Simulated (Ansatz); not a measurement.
Nudged elastic band run: Zr$_{8}$N$_{9}$

Input file:

```yaml
crystal:
  lattice:
    - [0.0, 4.578, 4.578]
    - [4.578, 0.0, 4.578]
    - [4.578, 4.578, 0.0]
  atoms:
    - { symbol: Zr, position: [0.25055175, 0.25190232, 0.24666386] }
    - { symbol: "N", position: [-0.00129453, 2.515e-05, 0.00229194] }
    - { symbol: Zr, position: [0.25050871, 0.25196207, 0.75070264] }
    - { symbol: "N", position: [-0.00140385, 9.56e-05, 0.49876649] }
    - { symbol: Zr, position: [0.24771626, 0.75134488, 0.2503963] }
    - { symbol: "N", position: [0.0453141, 0.48569497, -0.01557181] }
    - { symbol: Zr, position: [0.25045584, 0.74780051, 0.75074961] }
    - { symbol: "N", position: [-0.00142383, 0.50330629, 0.4989139] }
    - { symbol: Zr, position: [0.75002686, 0.24909893, 0.2503179] }
    - { symbol: "N", position: [0.4842095, 0.04681888, -0.01559678] }
    - { symbol: Zr, position: [0.74646034, 0.25184687, 0.75077784] }
    - { symbol: "N", position: [0.50195231, -2.015e-05, 0.49898272] }
    - { symbol: Zr, position: [0.75009559, 0.75147872, 0.25031808] }
    - { symbol: "N", position: [0.48416716, 0.4856992, -0.01566119] }
    - { symbol: Zr, position: [0.75014065, 0.75141489, 0.74793339] }
    - { symbol: "N", position: [0.48420797, 0.4856958, 0.54558068] }
    - { symbol: "N", position: [0.62449926, 0.62589406, 0.12471473] }
basis:
  ecutwfc: 420.0
kpoints:
  mp_grid: { grid: [3, 3, 3] }
hamiltonian:
  xc: pbe
  pseudopotentials: { kind: paw, azcp: { folder: soft_1 } }
scf:
  occupations: { method: fermi_dirac, width: 0.05 }
  lower_state_search: "off"
neb:
  images: 5
  f_tol: 0.03
  initial_path: idpp
  max_iterations: 80
  spring: 10.0
  final_atoms:
    - { symbol: Zr, position: [0.25316619, 0.24923436, 0.24897753] }
    - { symbol: "N", position: [-0.04562737, 0.01551178, 0.01524223] }
    - { symbol: Zr, position: [0.24934581, 0.25199919, 0.74950436] }
    - { symbol: "N", position: [0.00073794, -0.002181, 0.5009007] }
    - { symbol: Zr, position: [0.24934686, 0.74975781, 0.25174152] }
    - { symbol: "N", position: [0.00073249, 0.50116165, -0.00242727] }
    - { symbol: Zr, position: [0.24934565, 0.74976282, 0.74950503] }
    - { symbol: "N", position: [0.00072714, 0.50115107, 0.50089116] }
    - { symbol: Zr, position: [0.74881885, 0.2492344, 0.24897895] }
    - { symbol: "N", position: [0.51506953, 0.01550926, 0.01523782] }
    - { symbol: Zr, position: [0.74881586, 0.24923308, 0.75332979] }
    - { symbol: "N", position: [0.51507937, 0.01551644, 0.45452681] }
    - { symbol: Zr, position: [0.74881376, 0.75359254, 0.24897283] }
    - { symbol: "N", position: [0.51508638, 0.45477618, 0.01525594] }
    - { symbol: Zr, position: [0.75158133, 0.74975964, 0.74950496] }
    - { symbol: "N", position: [0.49741801, 0.50115803, 0.50089474] }
    - { symbol: "N", position: [0.37490916, 0.87530817, -0.12493878] }
  order_check: true
```

Command:

```bash
$ ansatz run input.yaml --threads 4 --pin off --max-ram 10240MiB --backend cpu --events-out ev --progress --plain --runs-dir out
```

Output, in part (warnings, iteration lines):

```
NEB end point (image 0): max|allowed force component| = 2.359e-2 eV/Å (the criterion of neb.relax_end_points is 1.000e-2)
NEB end point (image 6): max|allowed force component| = 4.450e-3 eV/Å (the criterion of neb.relax_end_points is 1.000e-2)
NEB iter   1: max|band force component| = 7.252e0 eV/Å  barrier→ = 4.1876 eV  barrier← = 4.1878 eV  Δτ_max = 0.1416 Å  (73 SCF iters)
NEB iter   2: max|band force component| = 3.406e0 eV/Å  barrier→ = 2.6821 eV  barrier← = 2.6823 eV  Δτ_max = 0.0987 Å  (48 SCF iters)
NEB iter   3: max|band force component| = 2.653e0 eV/Å  barrier→ = 2.1277 eV  barrier← = 2.1279 eV  Δτ_max = 0.2000 Å  (45 SCF iters)
NEB iter   4: max|band force component| = 4.215e0 eV/Å  barrier→ = 1.9363 eV  barrier← = 1.9365 eV  Δτ_max = 0.1001 Å  (45 SCF iters)
NEB iter   5: max|band force component| = 1.801e0 eV/Å  barrier→ = 1.6128 eV  barrier← = 1.6130 eV  Δτ_max = 0.0815 Å  (42 SCF iters)
NEB iter   6: max|band force component| = 1.304e0 eV/Å  barrier→ = 1.4416 eV  barrier← = 1.4418 eV  Δτ_max = 0.1961 Å  (40 SCF iters)
NEB iter   7: max|band force component| = 1.401e0 eV/Å  barrier→ = 1.0906 eV  barrier← = 1.0908 eV  Δτ_max = 0.1001 Å  (45 SCF iters)
NEB iter   8: max|band force component| = 1.251e0 eV/Å  barrier→ = 1.1794 eV  barrier← = 1.1796 eV  Δτ_max = 0.1676 Å  (43 SCF iters)
NEB iter   9: max|band force component| = 1.036e0 eV/Å  barrier→ = 1.1673 eV  barrier← = 1.1674 eV  Δτ_max = 0.1977 Å  (44 SCF iters)
NEB iter  10: max|band force component| = 1.989e0 eV/Å  barrier→ = 2.0758 eV  barrier← = 2.0760 eV  Δτ_max = 0.1004 Å  (44 SCF iters)
NEB iter  11: max|band force component| = 1.443e0 eV/Å  barrier→ = 1.3599 eV  barrier← = 1.3601 eV  Δτ_max = 0.0995 Å  (44 SCF iters)
NEB iter  12: max|band force component| = 7.221e-1 eV/Å  barrier→ = 1.1042 eV  barrier← = 1.1044 eV  CI = image 5  Δτ_max = 0.0709 Å  (43 SCF iters)
NEB iter  13: max|band force component| = 5.695e-1 eV/Å  barrier→ = 1.0943 eV  barrier← = 1.0945 eV  CI = image 5  Δτ_max = 0.1966 Å  (40 SCF iters)
NEB iter  14: max|band force component| = 1.387e0 eV/Å  barrier→ = 1.1661 eV  barrier← = 1.1663 eV  CI = image 5  Δτ_max = 0.1006 Å  (40 SCF iters)
NEB iter  15: max|band force component| = 9.534e-1 eV/Å  barrier→ = 1.0582 eV  barrier← = 1.0584 eV  CI = image 5  Δτ_max = 0.1004 Å  (39 SCF iters)
NEB iter  16: max|band force component| = 2.532e-1 eV/Å  barrier→ = 1.0523 eV  barrier← = 1.0525 eV  CI = image 5  Δτ_max = 0.0154 Å  (39 SCF iters)
NEB iter  17: max|band force component| = 1.031e-1 eV/Å  barrier→ = 1.0511 eV  barrier← = 1.0513 eV  CI = image 5  Δτ_max = 0.1049 Å  (34 SCF iters)
NEB iter  18: max|band force component| = 3.414e-1 eV/Å  barrier→ = 1.0504 eV  barrier← = 1.0506 eV  CI = image 5  Δτ_max = 0.0530 Å  (36 SCF iters)
NEB iter  19: max|band force component| = 1.991e-1 eV/Å  barrier→ = 1.0502 eV  barrier← = 1.0504 eV  CI = image 5  Δτ_max = 0.0528 Å  (34 SCF iters)
NEB iter  20: max|band force component| = 7.462e-2 eV/Å  barrier→ = 1.0502 eV  barrier← = 1.0504 eV  CI = image 5  Δτ_max = 0.0145 Å  (34 SCF iters)
NEB iter  21: max|band force component| = 3.424e-2 eV/Å  barrier→ = 1.0502 eV  barrier← = 1.0504 eV  CI = image 5  Δτ_max = 0.0262 Å  (28 SCF iters)
NEB iter  22: max|band force component| = 6.298e-2 eV/Å  barrier→ = 1.0502 eV  barrier← = 1.0504 eV  CI = image 5  Δτ_max = 0.0132 Å  (27 SCF iters)
NEB iter  23: max|band force component| = 2.432e-2 eV/Å  barrier→ = 1.0502 eV  barrier← = 1.0504 eV  CI = image 5  Δτ_max = 0.0000 Å  (449 SCF iters)
```

It converged. The profile has 2 maxima (images 1, 5) with wells between them (image 3): this band takes more than one step, which may be the mechanism or a detour left from its start path. By the program's own check the climbing image is a first-order saddle point (lowest curvatures found: -10.80 and 6.41 eV/Å²). Limits of this set-up: coarse k mesh, odd electron count without spin, a small cell, in which the defect meets its images, a typed lattice constant that wasn't relaxed here.

Final band (atoms are numbered from 1 in the order of the input):

```csv
image,path coordinate (Å),energy (eV),Zr9–N17 (Å),Zr13–N17 (Å),Zr3–N17 (Å)
0,0.00,0.00,1.99,1.99,3.79
1,0.69,0.94,2.46,2.00,3.33
2,1.37,0.91,3.06,2.03,2.97
3,2.06,0.69,3.43,2.27,2.28
4,2.75,0.90,3.71,2.96,2.04
5,3.43,1.05,3.74,3.40,1.99
6,3.98,0.00,3.79,3.79,1.99
```

The run took 21 min on 4 threads of Arm Neoverse V2, with other jobs on the host, peak memory 2 GiB.
